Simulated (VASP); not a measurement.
# CdS (Fm-3m) in VASP: a series of runs

One crystal, CdS, is run at these levels: PBEsol; tasks: dielectric tensor.

All numbers are computed with VASP 6.6.1; they aren't measurements. Logs are shortened: lines on timing, memory, paths and dates and some standing lists are left out, and cuts for length are marked.

## Step 1: Starting point

It takes space group Fm-3m (No. 225, cubic). Conventional cell: a = 5.506 Å, b = 5.506 Å, c = 5.506 Å, α = 90.00°, β = 90.00°, γ = 90.00°. Cd (site symmetry m-3m) has 6 S at 2.75 Å as nearest neighbours. S (site symmetry m-3m) has 6 Cd at 2.75 Å as nearest neighbours.

Measurements of this composition are mostly on another form, of space group No. 186.

## Step 2: Dielectric tensor, PBEsol

INCAR

```
PREC = Accurate
ENCUT = 500
EDIFF = 1E-8
ISMEAR = 0
SIGMA = 0.01
LREAL = F
LASPH = T
NELM = 100
ALGO = Normal
ISIF = 2
LWAVE = F
LCHARG = F
GGA = PS
LEPSILON = T
```

KPOINTS

```
regular mesh
0
Gamma
  12 12 12
```

POSCAR

```
CdS
1.0
    0.0000000000      2.7532440000      2.7532440000
    2.7532440000      0.0000000000      2.7532440000
    2.7532440000      2.7532440000      0.0000000000
Cd S
1 1
Direct
    0.0000000000      0.0000000000      0.0000000000
    0.5000000000      0.5000000000      0.5000000000
```

Potentials or basis: VASP PAW PBE potentials, release 64 (Cd, S).

Run with:

```sh
$ cat potpaw_PBE.64/Cd/POTCAR potpaw_PBE.64/S/POTCAR > POTCAR
$ mpirun -np 1 vasp_std > vasp.out
```

OUTCAR:

```text
PREC = Accurate
   ENCUT = 500
   EDIFF = 1E-8
   ISMEAR = 0
   LREAL = F
   LASPH = T
   NELM = 100
   ISIF = 2
   GGA = PS
   LEPSILON = T

 Found     72 irreducible k-points:

 Following reciprocal coordinates:
            Coordinates               Weight
  0.000000  0.000000  0.000000      1.000000
  0.083333  0.000000  0.000000      8.000000
  0.166667  0.000000  0.000000      8.000000
  0.250000  0.000000  0.000000      8.000000
  0.333333  0.000000  0.000000      8.000000
  0.416667  0.000000  0.000000      8.000000
   k-points           NKPTS =     72   k-points in BZ     NKDIM =     72   number of bands    NBANDS=     13
   number of dos      NEDOS =    301   number of ions     NIONS =      2
   total plane-waves  NPLWV =  21952
   dimension x,y,z NGX =    28 NGY =   28 NGZ =   28
   dimension x,y,z NGXF=    56 NGYF=   56 NGZF=   56
   ions per type =               1   1
   NGX,Y,Z   is equivalent  to a cutoff of  11.95, 11.95, 11.95 a.u.
   NGXF,Y,Z  is equivalent  to a cutoff of  23.91, 23.91, 23.91 a.u.
 SYSTEM =  unknown system
   PREC   = accura    normal or accurate (medium, high low for compatibility)
   ISTART =      0    job   : 0-new  1-cont  2-samecut
   ICHARG =      2    charge: 1-file 2-atom 10-const
   ISPIN  =      1    spin polarized calculation?
   LNONCOLLINEAR =      F non collinear calculations
   LSORBIT =      F    spin-orbit coupling
   LASPH  =      T    aspherical Exc in radial PAW
   ENCUT  =  500.0 eV  36.75 Ry    6.06 a.u.   7.10  7.10  7.10*2*pi/ulx,y,z
   NELM   =    100;   NELMIN=  2; NELMDL= -5     # of ELM steps
   EDIFF  = 0.1E-07   stopping-criterion for ELM
   LREAL  =      F    real-space projection
   EDIFFG = 0.1E-06   stopping-criterion for IOM
   NSW    =      0    number of steps for IOM
   IBRION =     -1    ionic relax: 0-MD 1-quasi-New 2-CG
   NFREE  =      0    steps in history (QN), initial steepest desc. (CG)
   ISIF   =      2    stress and relaxation
   ISYM   =      2    0-nonsym 1-usesym 2-fastsym
   POTIM  = 0.5000    time-step for ionic-motion
   TEBEG  =    0.0;   TEEND  =   0.0 temperature during run
   PSTRESS=    0.0 pullay stress
   NELECT =      18.0000    total number of electrons
   NUPDOWN=      -1.0000    fix difference up-down
   EMIN   =  10.00;   EMAX   =-10.00  energy-range for DOS
   EFERMI =   0.00;   METHOD = LEGACY
   ISMEAR =     0;   SIGMA  =   0.01  broadening in eV -4-tet -1-fermi 0-gaus
   EFERMI_NEDOS =   21; number of points for ismear=-14 and -15
   IALGO  =     38    algorithm
   IMIX   =      4    mixing-type and parameters
     AMIX     =   0.40;   BMIX     =  1.00
     AMIX_MAG =   1.60;   BMIX_MAG =  1.00
  volume/ion in A,a.u.               =      20.87       140.84
  Fermi-wavevector in a.u.,A,eV,Ry     =   1.236833  2.337275 20.813583  1.529755
  Thomas-Fermi vector in A             =   2.371425
   LORBIT       =      0    0 simple, 1 ext, 2 COOP (PROOUT), +10 PAW based schemes
   GGA     = PS    functional components
   LHFCALC =     F    Hartree Fock is set to
   AEXX    =    0.0000 exact exchange contribution
   IVDW    =     0    specifies the selected vdW correction
   LEPSILON=     T    determine dielectric tensor
[... 142 lines left out ...]
  ---------------------------------------------------
  free  energy   TOTEN  =        -6.6195607734 eV

  energy  without entropy=       -6.6195607734  energy(sigma->0) =       -6.61956077

 HEAD OF MICROSCOPIC STATIC DIELECTRIC TENSOR (INDEPENDENT PARTICLE, excluding Hartree and local field effects)
 ------------------------------------------------------
          10.067178    -0.000000     0.000000
           0.000000    10.067178    -0.000000
          -0.000000     0.000000    10.067178
 ------------------------------------------------------

 Free energy of the ion-electron system (eV)
  ---------------------------------------------------
  ---------------------------------------------------
  free energy    TOTEN  =        -1.04595088 eV

  energy without entropy =       -1.04595088

------------------------ aborting loop because EDIFF is reached ----------------------------------------

--------------------------------------- Ionic step        2  -------------------------------------------

------------------------ aborting loop because EDIFF is reached ----------------------------------------

--------------------------------------- Ionic step        3  -------------------------------------------

 Free energy of the ion-electron system (eV)
  ---------------------------------------------------
  ---------------------------------------------------
  free energy    TOTEN  =        -1.04595199 eV

  energy without entropy =       -1.04595199

------------------------ aborting loop because EDIFF is reached ----------------------------------------

 PIEZOELECTRIC TENSOR FIELD DIRECTION 3  (e Angst)
 -----------------------------------------------------------------------------
    -0.00087  0.00000  0.00000           ( -0.00000  0.00000 -0.00000)
     0.00000 -0.00087  0.00000           (  0.00000 -0.00000  0.00000)
    -0.00000 -0.00000 -0.00165           ( -0.00000  0.00000  0.00000)

 PIEZOELECTRIC TENSOR FIELD DIRECTION 3  (C/m^2)
 -----------------------------------------------------------------------------
    -0.00033  0.00000  0.00000
     0.00000 -0.00033  0.00000
    -0.00000 -0.00000 -0.00063

 MACROSCOPIC STATIC DIELECTRIC TENSOR (including local field effects in DFT)
 ------------------------------------------------------
           9.625060     0.000000    -0.000000
          -0.000000     9.625060     0.000000
          -0.000000    -0.000000     9.625060
 ------------------------------------------------------

 PIEZOELECTRIC TENSOR (including local field effects)  for field in x, y, z        (e  Angst)
          XX          YY          ZZ          XY          YZ          ZX
  --------------------------------------------------------------------------------
  x     0.00000     0.00000     0.00000     0.00000     0.00000     0.00000
  y     0.00000     0.00000     0.00000     0.00000     0.00000     0.00000
  z     0.00000     0.00000     0.00000     0.00000     0.00000     0.00000

 PIEZOELECTRIC TENSOR (including local field effects)  for field in x, y, z        (C/m^2)
          XX          YY          ZZ          XY          YZ          ZX
  --------------------------------------------------------------------------------
  x     0.00000     0.00000     0.00000     0.00000     0.00000     0.00000
  y     0.00000     0.00000     0.00000     0.00000     0.00000     0.00000
  z     0.00000     0.00000     0.00000     0.00000     0.00000     0.00000

 BORN EFFECTIVE CHARGES (including local field effects) (in |e|, cummulative output)
 ---------------------------------------------------------------------------------
 ion    1
    1     3.01209    -0.00000     0.00000
    2     0.00000     3.01209     0.00000
    3    -0.00000     0.00000     3.01209
 ion    2
    1    -3.01209     0.00000    -0.00000
    2    -0.00000    -3.01209    -0.00000
    3     0.00000    -0.00000    -3.01209
```

OSZICAR:

```text
N       E                     dE             d eps       ncg     rms          rms(c)
DAV:   1     0.108137330944E+03    0.10814E+03   -0.92979E+03  1904   0.126E+03
[... 12 lines left out ...]
RMM:   5    -0.104521549429E+01   -0.17604E-01   -0.10286E-03  6589   0.249E-01    0.449E-02
RMM:   6    -0.104520339387E+01    0.12100E-04   -0.59077E-05  6166   0.446E-02    0.216E-02
RMM:   7    -0.104588743885E+01   -0.68404E-03   -0.30699E-06  6866   0.154E-02    0.306E-03
RMM:   8    -0.104594733057E+01   -0.59892E-04   -0.51371E-08  6541   0.366E-03    0.687E-04
RMM:   9    -0.104595276234E+01   -0.54318E-05    0.22164E-06  6833   0.102E-03    0.107E-04
RMM:  10    -0.104595186278E+01    0.89956E-06   -0.97545E-07  5185   0.155E-04    0.367E-05
RMM:  11    -0.104595222784E+01   -0.36506E-06    0.15984E-07  4352   0.828E-05    0.139E-05
RMM:  12    -0.104595199064E+01    0.23720E-06   -0.34196E-09  2031   0.419E-05    0.379E-06
```

Run time: 3.7 min. Hardware: 1 thread of AMD EPYC 9R45 (Zen 5), shared host; peak memory 0.33 GiB.

These settings aren't checked as converged: the numbers below hold their error.

What came out:

* Band gap on the k mesh: 0.13 eV, indirect (least direct gap 1.41 eV)
* Electronic dielectric tensor (diagonal): 9.63
* Born charges (mean of the diagonal): Cd +3.01; S -3.01 e

Caveat: the gap is small at this level, which inflates the dielectric constant; the PAW data sets were made with another functional, which shifts forces and pressure a little.

## Step 3: Dielectric tensor, PBEsol

INCAR: that of step 2 with these lines changed.

```diff
@@ -1,3 +1,3 @@
 PREC = Accurate
-ENCUT = 500
+ENCUT = 800
 EDIFF = 1E-8
```

KPOINTS

```
regular mesh
0
Gamma
  10 10 10
```

POSCAR is that of step 2.

Potentials or basis: VASP PAW PBE potentials, release 64 (Cd, S).

Run with:

```sh
$ cat potpaw_PBE.64/Cd/POTCAR potpaw_PBE.64/S/POTCAR > POTCAR
$ mpirun -np 1 vasp_std > vasp.out
```

OUTCAR:

```text
PREC = Accurate
   ENCUT = 800
   EDIFF = 1E-8
   ISMEAR = 0
   LREAL = F
   LASPH = T
   NELM = 100
   ISIF = 2
   GGA = PS
   LEPSILON = T

 Found     47 irreducible k-points:

 Following reciprocal coordinates:
            Coordinates               Weight
  0.000000  0.000000  0.000000      1.000000
  0.100000  0.000000  0.000000      8.000000
  0.200000  0.000000  0.000000      8.000000
  0.300000  0.000000  0.000000      8.000000
  0.400000  0.000000  0.000000      8.000000
  0.500000  0.000000  0.000000      4.000000
   k-points           NKPTS =     47   k-points in BZ     NKDIM =     47   number of bands    NBANDS=     13
   number of dos      NEDOS =    301   number of ions     NIONS =      2
   total plane-waves  NPLWV =  46656
   dimension x,y,z NGX =    36 NGY =   36 NGZ =   36
   dimension x,y,z NGXF=    72 NGYF=   72 NGZF=   72
   ions per type =               1   1
   NGX,Y,Z   is equivalent  to a cutoff of  15.37, 15.37, 15.37 a.u.
   NGXF,Y,Z  is equivalent  to a cutoff of  30.74, 30.74, 30.74 a.u.
 SYSTEM =  unknown system
   PREC   = accura    normal or accurate (medium, high low for compatibility)
   ISTART =      0    job   : 0-new  1-cont  2-samecut
   ICHARG =      2    charge: 1-file 2-atom 10-const
   ISPIN  =      1    spin polarized calculation?
   LNONCOLLINEAR =      F non collinear calculations
   LSORBIT =      F    spin-orbit coupling
   LASPH  =      T    aspherical Exc in radial PAW
   ENCUT  =  800.0 eV  58.80 Ry    7.67 a.u.   8.98  8.98  8.98*2*pi/ulx,y,z
[... 206 lines left out ...]

  energy without entropy =       -1.06130981

------------------------ aborting loop because EDIFF is reached ----------------------------------------

 PIEZOELECTRIC TENSOR FIELD DIRECTION 3  (e Angst)
 -----------------------------------------------------------------------------
    -0.00043  0.00000  0.00000           ( -0.00000  0.00000  0.00000)
     0.00000 -0.00043 -0.00000           (  0.00000 -0.00000  0.00000)
     0.00000  0.00000 -0.00211           (  0.00000  0.00000  0.00001)

 PIEZOELECTRIC TENSOR FIELD DIRECTION 3  (C/m^2)
 -----------------------------------------------------------------------------
    -0.00016  0.00000  0.00000
     0.00000 -0.00016 -0.00000
     0.00000  0.00000 -0.00081

 MACROSCOPIC STATIC DIELECTRIC TENSOR (including local field effects in DFT)
 ------------------------------------------------------
           9.751248     0.000000     0.000000
           0.000000     9.751248     0.000000
          -0.000000    -0.000000     9.751248
 ------------------------------------------------------

 PIEZOELECTRIC TENSOR (including local field effects)  for field in x, y, z        (e  Angst)
          XX          YY          ZZ          XY          YZ          ZX
  --------------------------------------------------------------------------------
  x     0.00000     0.00000     0.00000     0.00000     0.00000     0.00000
  y     0.00000     0.00000     0.00000     0.00000     0.00000     0.00000
  z     0.00000     0.00000     0.00000     0.00000     0.00000     0.00000

 PIEZOELECTRIC TENSOR (including local field effects)  for field in x, y, z        (C/m^2)
          XX          YY          ZZ          XY          YZ          ZX
  --------------------------------------------------------------------------------
  x     0.00000     0.00000     0.00000     0.00000     0.00000     0.00000
  y     0.00000     0.00000     0.00000     0.00000     0.00000     0.00000
  z     0.00000     0.00000     0.00000     0.00000     0.00000     0.00000

 BORN EFFECTIVE CHARGES (including local field effects) (in |e|, cummulative output)
 ---------------------------------------------------------------------------------
 ion    1
    1     3.01941    -0.00000    -0.00000
    2     0.00000     3.01941    -0.00000
    3    -0.00000     0.00000     3.01941
 ion    2
    1    -3.01941     0.00000     0.00000
    2    -0.00000    -3.01941     0.00000
    3     0.00000    -0.00000    -3.01941
```

stdout:

```text
POSCAR found type information on POSCAR CdS
 POSCAR found :  2 types and       2 ions
 scaLAPACK will be used
 -----------------------------------------------------------------------------
|                                                                             |
|                                                                             |
|     You enforced a specific xc type in the INCAR file but a different       |
[... 28 lines left out ...]
  Direction:   1
 dielectric tensor                  component  1 :     9.751     3.344     0.956
 Linear response to external field, progress :
  Direction:   2
 dielectric tensor                  component  2 :     3.268     9.751     0.090
 Linear response to external field, progress :
  Direction:   3
 dielectric tensor                  component  3 :     0.841     2.437     9.751
 Born effective charges drift removed
```

It took 5.2 min on 1 thread of AMD EPYC 9R45 (Zen 5), shared host; peak memory 0.44 GiB.

The run converged, but some of its settings lie outside the range that counts as converged, so its numbers aren't taken as properties of the crystal.

What came out:

* Band gap on the k mesh: 0.12 eV, indirect (least direct gap 1.41 eV)
* Electronic dielectric tensor (diagonal): 9.75
* Born charges (mean of the diagonal): Cd +3.02; S -3.02 e

Caveat: the gap is small at this level, which inflates the dielectric constant; the PAW data sets were made with another functional, which shifts forces and pressure a little.

## Step 4: Dielectric tensor, PBEsol

INCAR: that of step 3 with these lines changed.

```diff
@@ -1,3 +1,3 @@
 PREC = Accurate
-ENCUT = 800
+ENCUT = 250
 EDIFF = 1E-8
```

KPOINTS

```
regular mesh
0
Gamma
  4 4 4
```

POSCAR is that of step 3.

Potentials or basis: VASP PAW PBE potentials, release 64 (Cd, S).

Run with:

```sh
$ cat potpaw_PBE.64/Cd/POTCAR potpaw_PBE.64/S/POTCAR > POTCAR
$ mpirun -np 1 vasp_std > vasp.out
```

OUTCAR:

```text
PREC = Accurate
   ENCUT = 250
   EDIFF = 1E-8
   ISMEAR = 0
   LREAL = F
   LASPH = T
   NELM = 100
   ISIF = 2
   GGA = PS
   LEPSILON = T

 Found      8 irreducible k-points:

 Following reciprocal coordinates:
            Coordinates               Weight
  0.000000  0.000000  0.000000      1.000000
  0.250000  0.000000  0.000000      8.000000
  0.500000  0.000000  0.000000      4.000000
  0.250000  0.250000  0.000000      6.000000
  0.500000  0.250000  0.000000     24.000000
 -0.250000  0.250000  0.000000     12.000000
   k-points           NKPTS =      8   k-points in BZ     NKDIM =      8   number of bands    NBANDS=     13
   number of dos      NEDOS =    301   number of ions     NIONS =      2
   total plane-waves  NPLWV =   8000
   dimension x,y,z NGX =    20 NGY =   20 NGZ =   20
   dimension x,y,z NGXF=    40 NGYF=   40 NGZF=   40
   ions per type =               1   1
   NGX,Y,Z   is equivalent  to a cutoff of   8.54,  8.54,  8.54 a.u.
   NGXF,Y,Z  is equivalent  to a cutoff of  17.08, 17.08, 17.08 a.u.
 SYSTEM =  unknown system
   PREC   = accura    normal or accurate (medium, high low for compatibility)
   ISTART =      0    job   : 0-new  1-cont  2-samecut
   ICHARG =      2    charge: 1-file 2-atom 10-const
   ISPIN  =      1    spin polarized calculation?
   LNONCOLLINEAR =      F non collinear calculations
   LSORBIT =      F    spin-orbit coupling
   LASPH  =      T    aspherical Exc in radial PAW
   ENCUT  =  250.0 eV  18.37 Ry    4.29 a.u.   5.02  5.02  5.02*2*pi/ulx,y,z
[... 206 lines left out ...]

  energy without entropy =       -2.05161088

------------------------ aborting loop because EDIFF is reached ----------------------------------------

 PIEZOELECTRIC TENSOR FIELD DIRECTION 3  (e Angst)
 -----------------------------------------------------------------------------
     0.00453  0.00000 -0.00000           ( -0.00000  0.00000  0.00000)
     0.00000  0.00453  0.00000           (  0.00000 -0.00000  0.00000)
     0.00000 -0.00000 -0.00918           (  0.00000  0.00000  0.00005)

 PIEZOELECTRIC TENSOR FIELD DIRECTION 3  (C/m^2)
 -----------------------------------------------------------------------------
     0.00174  0.00000 -0.00000
     0.00000  0.00174  0.00000
     0.00000 -0.00000 -0.00352

 MACROSCOPIC STATIC DIELECTRIC TENSOR (including local field effects in DFT)
 ------------------------------------------------------
          17.981375     0.000000    -0.000000
           0.000000    17.981375    -0.000000
           0.000000     0.000000    17.981375
 ------------------------------------------------------

 PIEZOELECTRIC TENSOR (including local field effects)  for field in x, y, z        (e  Angst)
          XX          YY          ZZ          XY          YZ          ZX
  --------------------------------------------------------------------------------
  x     0.00000     0.00000     0.00000     0.00000     0.00000     0.00000
  y     0.00000     0.00000     0.00000     0.00000     0.00000     0.00000
  z     0.00000     0.00000     0.00000     0.00000     0.00000     0.00000

 PIEZOELECTRIC TENSOR (including local field effects)  for field in x, y, z        (C/m^2)
          XX          YY          ZZ          XY          YZ          ZX
  --------------------------------------------------------------------------------
  x     0.00000     0.00000     0.00000     0.00000     0.00000     0.00000
  y     0.00000     0.00000     0.00000     0.00000     0.00000     0.00000
  z     0.00000     0.00000     0.00000     0.00000     0.00000     0.00000

 BORN EFFECTIVE CHARGES (including local field effects) (in |e|, cummulative output)
 ---------------------------------------------------------------------------------
 ion    1
    1     3.88635     0.00000    -0.00000
    2     0.00000     3.88635    -0.00000
    3     0.00000    -0.00000     3.88635
 ion    2
    1    -3.88635    -0.00000     0.00000
    2    -0.00000    -3.88635     0.00000
    3    -0.00000     0.00000    -3.88635
```

OSZICAR:

```text
[... 13 lines left out ...]
RMM:   4    -0.202629505244E+01   -0.45412E-01   -0.26269E-02   464   0.102E+00    0.258E-01
RMM:   5    -0.204882863267E+01   -0.22534E-01   -0.98090E-04   510   0.240E-01    0.653E-02
RMM:   6    -0.205064664152E+01   -0.18180E-02   -0.24982E-05   512   0.421E-02    0.161E-02
RMM:   7    -0.205153364148E+01   -0.88700E-03   -0.45491E-06   536   0.115E-02    0.330E-03
RMM:   8    -0.205160173686E+01   -0.68095E-04   -0.81344E-06   482   0.410E-03    0.295E-04
RMM:   9    -0.205160985737E+01   -0.81205E-05   -0.87236E-06   547   0.781E-04    0.236E-04
RMM:  10    -0.205161077501E+01   -0.91765E-06   -0.12104E-06   374   0.962E-05    0.286E-05
RMM:  11    -0.205161115811E+01   -0.38310E-06   -0.51075E-07   234   0.653E-05    0.124E-05
RMM:  12    -0.205161088383E+01    0.27428E-06   -0.68118E-13   120   0.449E-05    0.262E-06
```

It took 19 s on 1 thread of AMD EPYC 9R45 (Zen 5), shared host; peak memory 0.1 GiB.

The run converged, but a check on its numbers failed (symmetry, net force, bounds or a known fault of this set-up), so they aren't taken as properties of the crystal.

Caveat: the k mesh is coarse (spacing up to 0.49 Å⁻¹), so the values aren't converged; the cutoff lies under the usual one of these potentials, so the numbers hold a large basis-set error; the gap is small at this level, which inflates the dielectric constant; the PAW data sets were made with another functional, which shifts forces and pressure a little.

## Step 5: For comparison

An earlier run on the cell as given: functional PBE; potentials or basis VASP PAW PBE potentials, release 64 (Cd, S); cutoff 520 eV; k mesh 8 × 8 × 8; occupations fermi-dirac, width 0.05 eV; no spin polarisation.

- Pressure: -0.1 GPa
- Band gap on the k mesh: 0.26 eV, indirect (least direct gap 1.53 eV)
